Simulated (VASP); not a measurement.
# CdTe (F-43m) in VASP: further runs, part 2 of 2

VASP 6.6.1. Earlier steps stand in the parts before.

## Step 3: Relaxation of the atoms, r2SCAN

This run uses another cell than the first one, of 35.95 Å³/atom, 1.020 times its volume.

The input, POSCAR:

```
CdTe
1.0
    0.0000000000      3.3003161800      3.3003161800
    3.3003161800      0.0000000000      3.3003161800
    3.3003161800      3.3003161800      0.0000000000
Cd Te
1 1
Direct
    0.0000000000      0.0000000000      0.0000000000
    0.2500000000      0.2500000000      0.2500000000
```

The input, INCAR.step1:

```
PREC = Accurate ; ENCUT = 520
ISMEAR = -1 ; SIGMA = 0.02
LREAL = False ; LASPH = True
NELM = 100 ; GGA = PE
ALGO = Normal ; EDIFF = 1E-4
LWAVE = True ; LCHARG = False
```

The input, INCAR.step2:

```
PREC = Accurate ; ENCUT = 520
EDIFF = 1E-6 ; ISMEAR = -1
SIGMA = 0.02 ; LREAL = False
LASPH = True ; NELM = 100
ALGO = Normal ; ISIF = 2
LWAVE = False ; LCHARG = False
METAGGA = R2SCAN ; LMIXTAU = True
IBRION = 2 ; NSW = 50
EDIFFG = -0.01 ; ISTART = 1
```

The input, KPOINTS:

```
regular mesh
0
Gamma
  8 8 8
```

Potentials or basis: VASP PAW PBE potentials, release 64 (Cd, Te).

On the command line:

```bash
cat potpaw_PBE.64/Cd/POTCAR potpaw_PBE.64/Te/POTCAR > POTCAR
cp INCAR.step1 INCAR
mpirun -np 1 vasp_std > vasp.out
cp INCAR.step2 INCAR
mpirun -np 1 vasp_std > vasp.out
```

Run time: 78 s. Hardware: 1 thread of Intel Xeon 6975P-C, shared host; peak memory 0.23 GiB.

It converged, with:

* Free energy: -46.6427 eV
* Pressure after relaxing: -0.6 GPa
* Band gap on the k mesh: 1.09 eV, direct

Final structure:
```yaml
crystal:
  lattice:
    - [0.00000, 3.30032, 3.30032]
    - [3.30032, 0.00000, 3.30032]
    - [3.30032, 3.30032, 0.00000]
  atoms:
    - { symbol: Cd, position: [0.00000, 0.00000, 0.00000] }
    - { symbol: Te, position: [0.25000, 0.25000, 0.25000] }
```

Levels at points of the mesh, in eV from the valence-band top:
| k point | band 5 | band 6 | band 7 | band 8 | band 9 | band 10 | band 11 | band 12 | band 13 |
| --- | --- | --- | --- | --- | --- | --- | --- | --- | --- |
| (0.00, 0.00, 0.00) | -8.15 | -8.15 | 0.00 | 0.00 | 0.00 | 1.09 | 5.07 | 5.07 | 5.07 |
| (0.50, 0.00, 0.00) | -8.14 | -7.82 | -4.18 | -0.71 | -0.71 | 2.17 | 5.61 | 5.61 | 7.35 |
| (0.50, 0.50, 0.00) | -8.12 | -7.68 | -4.08 | -1.73 | -1.73 | 2.99 | 2.99 | 9.14 | 9.53 |

Caveat: the relaxation stopped at its first step, so nothing moved; the PAW data sets were made with another functional, which shifts forces and pressure a little; spin-orbit coupling is left out, which moves the levels of the heavy elements.

## Step 4: Single point, PBEsol

This run uses another cell than the first one, of 34.16 Å³/atom, 0.969 times its volume.

The input, INCAR:

```
PREC     = Accurate       # precision mode
ENCUT    = 520            # plane-wave cutoff, eV
EDIFF    = 1E-7           # SCF threshold, eV
ISMEAR   = -1             # smearing method
SIGMA    = 0.02           # smearing width, eV
LREAL    = F              # projectors in reciprocal space
LASPH    = T              # aspherical terms in the spheres
NELM     = 100            # most SCF steps
ALGO     = Normal         # electronic algorithm
ISIF     = 2              # what is computed and relaxed
LWAVE    = F              # write WAVECAR
LCHARG   = T              # write CHGCAR
GGA      = PS             # functional
LELF     = T              # ELF
LVHAR    = T            
NBANDS   = 16             # bands
```

KPOINTS is that of step 3.

The input, POSCAR:

```
CdTe
1.0
    0.0000000000      3.2448074076      3.2448074076
    3.2448074076      0.0000000000      3.2448074076
    3.2448074076      3.2448074076      0.0000000000
Cd Te
1 1
Direct
    0.0000000000      0.0000000000      0.0000000000
    0.2500000000      0.2500000000      0.2500000000
```

On the command line:

```bash
cat potpaw_PBE.64/Cd/POTCAR potpaw_PBE.64/Te/POTCAR > POTCAR
mpirun -np 1 vasp_std > vasp.out
```

Run time: 30 s. Hardware: 1 thread of Intel Xeon Platinum 8375C at 2.90GHz (Ice Lake), shared host; peak memory 0.21 GiB.

It converged, with:

```yaml
Free_energy: -5.4895 eV
Pressure: 0.2 GPa
Band_gap_on_the_k_mesh: 0.65 eV, direct
```

Levels at points of the mesh, in eV from the valence-band top:
```csv
k point,band 6,band 7,band 8,band 9,band 10,band 11,band 12,band 13
"(0.00, 0.00, 0.00)",-7.98,0.00,0.00,0.00,0.65,4.55,4.55,4.55
"(0.50, 0.00, 0.00)",-7.64,-4.45,-0.78,-0.78,1.73,5.13,5.13,6.93
"(0.50, 0.50, 0.00)",-7.50,-4.33,-1.87,-1.87,2.50,2.60,8.70,9.05
```

Caveat: the PAW data sets were made with another functional, which shifts forces and pressure a little; spin-orbit coupling is left out, which moves the levels of the heavy elements.

## Step 5: Single point, PBE

This run uses another cell than the first one, of 36.23 Å³/atom, 1.028 times its volume.

The input, INCAR:

```
PREC = Accurate
ENCUT = 520
EDIFF = 1E-6
ISMEAR = -1
SIGMA = 0.02
LREAL = False
LASPH = True
NELM = 60
ALGO = Normal
ISIF = 2
LWAVE = False
LCHARG = False
GGA = PE
NBANDS = 16
```

KPOINTS is that of step 4.

The input, POSCAR:

```
CdTe
1.0
    0.0000000000      3.3088763878      3.3088763878
    3.3088763878      0.0000000000      3.3088763878
    3.3088763878      3.3088763878      0.0000000000
Cd Te
1 1
Direct
    0.0000000000      0.0000000000      0.0000000000
    0.2500000000      0.2500000000      0.2500000000
```

Potentials or basis: VASP PAW PBE potentials, release 64 (Cd, Te).

On the command line:

```bash
cat potpaw_PBE.64/Cd/POTCAR potpaw_PBE.64/Te/POTCAR > POTCAR
mpirun -np 1 vasp_std > vasp.out
```

OUTCAR:

```text
PREC = Accurate
   ENCUT = 520
   EDIFF = 1E-6
   ISMEAR = -1
   LREAL = False
   LASPH = True
   NELM = 60
   ISIF = 2
   GGA = PE

 ion  position               nearest neighbor table
   1  0.000  0.000  0.000-   2 2.87   2 2.87   2 2.87   2 2.87
   2  0.250  0.250  0.250-   1 2.87   1 2.87   1 2.87   1 2.87

  LATTYP: Found a face centered cubic cell.
 ALAT       =     6.6177527756

  Lattice vectors:

 A1 = (   0.0000000000,   3.3088763878,   3.3088763878)
 A2 = (   3.3088763878,   0.0000000000,   3.3088763878)
 A3 = (   3.3088763878,   3.3088763878,   0.0000000000)
[... 623 lines left out ...]
      4      -6.0861      2.00000
      5      -6.0691      2.00000
      6      -5.6895      2.00000
[... 8 lines left out ...]
     15      11.8086      0.00000
     16      12.2412      0.00000

 [... further k-points ...]
[... 5 lines left out ...]
  --------------------------------------------------------------------------------------
  -------------------------------------------------------------------------------------
  Total        0.0554878      0.0554878      0.0554878      0.0000000      0.0000000     -0.0000000
  in kB        1.2269765      1.2269765      1.2269765      0.0000000      0.0000000     -0.0000000
  external PRESSURE =       1.2269765 kB  Pullay stress =       0.0000000 kB

 VOLUME and BASIS-vectors are now :
 -----------------------------------------------------------------------------
  energy-cutoff  :      520.00
  volume of cell :       72.46
      direct lattice vectors                 reciprocal lattice vectors
     0.000000000  3.308876388  3.308876388    -0.151108697  0.151108697  0.151108697
     3.308876388  0.000000000  3.308876388     0.151108697 -0.151108697  0.151108697
     3.308876388  3.308876388  0.000000000     0.151108697  0.151108697 -0.151108697

 POSITION                                       TOTAL-FORCE (eV/Angst)
 -----------------------------------------------------------------------------------
      0.00000      0.00000      0.00000         0.000000      0.000000     -0.000000
      1.65444      1.65444      1.65444        -0.000000     -0.000000      0.000000
 -----------------------------------------------------------------------------------
    total drift:                               -0.000000     -0.000000     -0.000001

  FREE ENERGIE OF THE ION-ELECTRON SYSTEM (eV)
  ---------------------------------------------------
  free  energy   TOTEN  =        -4.8120364693 eV

  energy  without entropy=       -4.8120364673  energy(sigma->0) =       -4.81203647
```

stdout:

```text
POSCAR found type information on POSCAR CdTe
 POSCAR found :  2 types and       2 ions
 scaLAPACK will be used
 LDA part: xc-table for (Slater+PW92), standard interpolation
 POSCAR, INCAR and KPOINTS ok, starting setup
 FFT: planning ... GRIDC
 FFT: planning ... GRID_SOFT
 FFT: planning ... GRID
 WAVECAR not read
 entering main loop
```

Wall time 22 s (1 thread of Intel Xeon Platinum 8375C at 2.90GHz (Ice Lake), shared host); peak memory 0.22 GiB.

What came out:

```
Free energy            : -4.8120 eV
Pressure               : 0.1 GPa
Band gap on the k mesh : 0.58 eV, direct
```

Caveat: spin-orbit coupling is left out, which moves the levels of the heavy elements.

## Step 6: The runs side by side

```csv
task,level,cell,gap on the mesh (eV),pressure (GPa)
relaxation of the atoms,r2SCAN,"atoms relaxed from a = 4.637 Å, angles 60.0°, 2 atoms",1.16,0.1
relaxation of the atoms,r2SCAN,"atoms relaxed from a = 4.667 Å, angles 60.0°, 2 atoms",1.09,-0.6
single point,PBEsol,"a = 4.589 Å, angles 60.0°, 2 atoms",0.65,0.2
single point,PBE,"a = 4.679 Å, angles 60.0°, 2 atoms",0.58,0.1
```

Alike in all rows: potentials or basis VASP PAW PBE potentials, release 64 (Cd, Te); no spin polarisation; k mesh 8 × 8 × 8; cutoff (eV) 520; smearing fermi-dirac 0.02 eV.

Caveats: spin-orbit coupling is left out, which moves the levels of the heavy elements; the PAW data sets were made with another functional, which shifts forces and pressure a little (some runs); the relaxation stopped at its first step, so nothing moved (some runs).

Absolute energies hang on the potentials; compare differences alone.

## Step 7: Against experiment

Step 2. A measured gap of CdTe is 1.607 eV (0 K; a printed reference work, data compilation); the calculated 1.16 eV misses it by -0.45 eV. Spin-orbit coupling on Cd, Te is left out. The value is that of r2SCAN, without temperature or zero-point motion.

Step 3. Against the measured gap of CdTe, 1.607 eV (0 K; a printed reference work, data compilation), the calculated 1.09 eV is off by -0.51 eV. Spin-orbit coupling on Cd, Te is left out. The value is that of r2SCAN, without temperature or zero-point motion.

Step 4. A measured gap of CdTe is 1.607 eV (0 K; a printed reference work, data compilation); the calculated 0.65 eV misses it by -0.96 eV. Spin-orbit coupling on Cd, Te is left out. The value is that of PBEsol, without temperature or zero-point motion. Semilocal functionals fall short of measured gaps as a rule.

Step 5. Against the measured gap of CdTe, 1.607 eV (0 K; a printed reference work, data compilation), the calculated 0.58 eV is off by -1.02 eV. So large a miss can be the level of theory's own, or it may mean another phase, state or a wrong row. Spin-orbit coupling on Cd, Te is left out. The value is that of PBE, without temperature or zero-point motion. Semilocal functionals fall short of measured gaps as a rule.
